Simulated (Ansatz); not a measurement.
A 2-atom cell of CuI started from a crystallographic database at its r2SCAN geometry, in the plane-wave code Ansatz. One PBEsol run serves as the base. The settings are then varied one at a time, some on purpose to values that make no sense. Doubtful ones may also carry a cap on iterations. All numbers are computed, and spin polarisation is off unless an edit sets a moment.

Base input:
```yaml
crystal:
  lattice:
    - [0.0, 3.012042905, 3.012042905]
    - [3.012042905, 0.0, 3.012042905]
    - [3.012042905, 3.012042905, 0.0]
  atoms:
    - { symbol: Cu, position: [0.25, 0.25, 0.25] }
    - { symbol: I, position: [0.0, 0.0, 0.0] }
kpoints:
  mp_grid: { grid: [6, 6, 6] }
hamiltonian:
  xc: pbesol
scf:
  occupations: { method: fixed }
  n_extra_bands: 4
output:
  forces: true
  stress: true
  eigenvalues: true
```

Base results:
```
Basis set: ecut = 420 eV, 1067 PW (Γ)
Symmetry: 24 space group operations
Space group: F-43m (ITA 216)
k-points: 16 of 216 (time reversal used)
SCF converged after 6 iterations
Free energy (F): -14021.272782 eV
Fermi energy:    8.287106 eV
--- Stress (GPa, compression-positive) ---
       -1.854969       0.000000       0.000000
        0.000000      -1.854969       0.000000
        0.000000       0.000000      -1.854969
  P = ⅓ Tr σ = -1.8550 GPa (-18.550 kbar)
--- Band table (eV; the first three rows and the last of 16) ---
  k-point 0: bands = […, 4.5426, 6.3351, 6.3351, 8.2871, 8.2871, 8.2871, 9.3430, 13.1032, 13.1032, 13.1032]
  k-point 1: bands = […, 4.5533, 6.3255, 6.3255, 7.3650, 8.0821, 8.0821, 10.3005, 13.0962, 13.4618, 13.4618]
  k-point 2: bands = […, 4.5672, 6.3365, 6.3365, 6.6430, 7.7169, 7.7169, 10.4616, 13.7201, 13.7201, 14.6574]
  k-point 15: bands = […, 4.3666, 6.2788, 6.2869, 6.4203, 6.6209, 6.9119, 12.0311, 12.1821, 15.3489, 15.4072]
```
The gap over this mesh is 1.056 eV.

Run as `ansatz run input.yaml --threads 4 --pin off --max-ram 3686MiB --backend cpu --events-out ev --progress --plain --runs-dir out`. It took 1.1 s on 4 threads of Arm Neoverse N1 (shared host); peak host memory 0.34 GiB.

One of the further runs printed
```
SCF converged after 7 iterations
Free energy (F): -14021.347334 eV
Internal energy: -14021.025194 eV  (E = F + TS)
E sigma→0 (E₀):  -14021.186264 eV
Entropy (-TS):   -0.322140 eV (-161.070 meV/atom)
Fermi energy:    9.396034 eV
--- Stress (GPa, compression-positive) ---
       -1.182777       0.000000       0.000000
        0.000000      -1.182777       0.000000
        0.000000       0.000000      -1.182777
  P = ⅓ Tr σ = -1.1828 GPa (-11.828 kbar)
--- Band table (eV; the first three rows and the last of 16) ---
  k-point 0: bands = […, 4.4812, 6.1990, 6.1990, 8.1983, 8.1983, 8.1983, 9.3181, 13.0845, 13.0845, 13.0845]
  k-point 1: bands = […, 4.4942, 6.1897, 6.1897, 7.2538, 7.9914, 7.9914, 10.2772, 13.0757, 13.4426, 13.4426]
  k-point 2: bands = […, 4.5131, 6.2002, 6.2002, 6.5100, 7.6232, 7.6232, 10.4360, 13.7001, 13.7001, 14.6384]
  k-point 15: bands = […, 4.3461, 6.1516, 6.1574, 6.2839, 6.4842, 6.7871, 12.0045, 12.1543, 15.3307, 15.3884]
```

Q: Which setting had been changed?
A. scf.mixing.preconditioner: resta
B. scf.n_extra_bands: 1
C. kpoints.mp_grid.grid: [4, 4, 4]
D. scf.occupations: fermi_dirac 0.5

A: D. The free energy moves by -37 meV an atom, the mean stress by +0.67 GPa and the gap on the mesh by +0.064 eV (to 1.120). The term −TS is -161 meV an atom. A width of 0.5 eV moves electrons across a gap of 1.06 eV: this is no longer the ground state.

Q: These lines are set or replaced. What follows?
```yaml
scf:
  mixing: { beta: 0.05 }
  max_iter: 85
```

A: It converges in 8 iterations against the base's 6. This key steers the way to the solution, not the solution: the results stay as they were.

Q: What happens with this change?
```yaml
scf:
  occupations: { method: gaussian, width: 0.2 }
```

A: Energy, stress and gap stay within 1 meV an atom, 0.1 GPa and 0.005 eV of the base.

Q: Predict the outcome of this edit.
```yaml
scf:
  max_iter: 78
basis:
  ecutrho_ratio: 8
```

A: Energy, stress and gap stay within 1 meV an atom, 0.1 GPa and 0.005 eV of the base. The result hardly depends on this setting here.

Q: Predict the outcome of this edit.
```yaml
basis:
  ecutwfc: 900
```

A: 3383 plane waves in place of 1067. The free energy moves by -2.5 meV an atom, the mean stress by 0.00 GPa and the gap on the mesh by +0.001 eV (to 1.057). The base cutoff was converged to that degree.
```
Basis set: ecut = 900 eV, 3383 PW (Γ)
SCF converged after 6 iterations
Free energy (F): -14021.277743 eV
Fermi energy:    8.285886 eV
--- Stress (GPa, compression-positive) ---
       -1.857550       0.000000       0.000000
        0.000000      -1.857550       0.000000
        0.000000       0.000000      -1.857550
  P = ⅓ Tr σ = -1.8575 GPa (-18.575 kbar)
--- Band table (eV; the first three rows and the last of 16) ---
  k-point 0: bands = […, 4.5419, 6.3339, 6.3339, 8.2859, 8.2859, 8.2859, 9.3428, 13.1026, 13.1026, 13.1026]
  k-point 1: bands = […, 4.5526, 6.3243, 6.3243, 7.3639, 8.0809, 8.0809, 10.3002, 13.0956, 13.4611, 13.4611]
  k-point 2: bands = […, 4.5665, 6.3354, 6.3354, 6.6418, 7.7158, 7.7158, 10.4614, 13.7192, 13.7192, 14.6567]
  k-point 15: bands = […, 4.3660, 6.2777, 6.2857, 6.4192, 6.6197, 6.9107, 12.0301, 12.1818, 15.3481, 15.4064]
```

Q: These lines are set or replaced. What follows?
```yaml
basis:
  xc_grid: 1
```

A: Energy, stress and gap stay within 1 meV an atom, 0.1 GPa and 0.005 eV of the base. The result hardly depends on this setting here.

Q: Predict the outcome of this edit.
```yaml
scf:
  occupations: { method: gaussian, width: 0.05 }
```

A: Energy, stress and gap stay within 1 meV an atom, 0.1 GPa and 0.005 eV of the base. The width is small against the gap, so it doesn't matter.

Spin-orbit coupling is left out, which matters wherever the heavy atoms make up the band edges.
